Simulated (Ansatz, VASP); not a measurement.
**NaH in VASP and in Ansatz**

```xyz
4
Lattice="1.6307 -5.7963 0.0000 1.6307 5.7963 0.0000 0.0000 0.0000 3.3539" Properties=species:S:1:pos:R:3 pbc="T T T"
Na    1.6307   -4.1178    2.5154
Na    1.6307    4.1178    0.8385
H     1.6307   -1.6680    2.5154
H     1.6307    1.6680    0.8385
```

The cell was built by a generator and needn't be a form met in nature.

Alike in both runs: task single point; functional PBE; k mesh 8 × 8 × 8; occupations gaussian, width 0.02 eV; no spin polarisation.

|  | VASP | Ansatz |
| --- | --- | --- |
| version | VASP 6.6.1 | Ansatz 0.2.0 |
| potentials or method | VASP PAW PBE potentials, release 64 (Na_pv, H) | scalar-relativistic, plane waves, PAW |
| plane-wave cutoff (eV) | 520 | 420 |
| valence electrons in the cell | 16 | 20 |

|  | VASP | Ansatz | Ansatz less VASP |
| --- | --- | --- | --- |
| gap on the k mesh at the Fermi level (eV) | 3.05 | 3.05 | -0.001 |
| least direct gap on the mesh (eV) | 4.03 | 4.04 | +0.005 |
| pressure (GPa) | 0.0 | 0.0 | +0.03 |
| rms of the force components (eV/Å) | 0.003 | 0.003 | -0.0002 |

Atom by atom the forces differ by 0.001 eV/Å (rms over components). The two sets of potentials don't hold the same shells in valence.

A k mesh can miss the band edges.
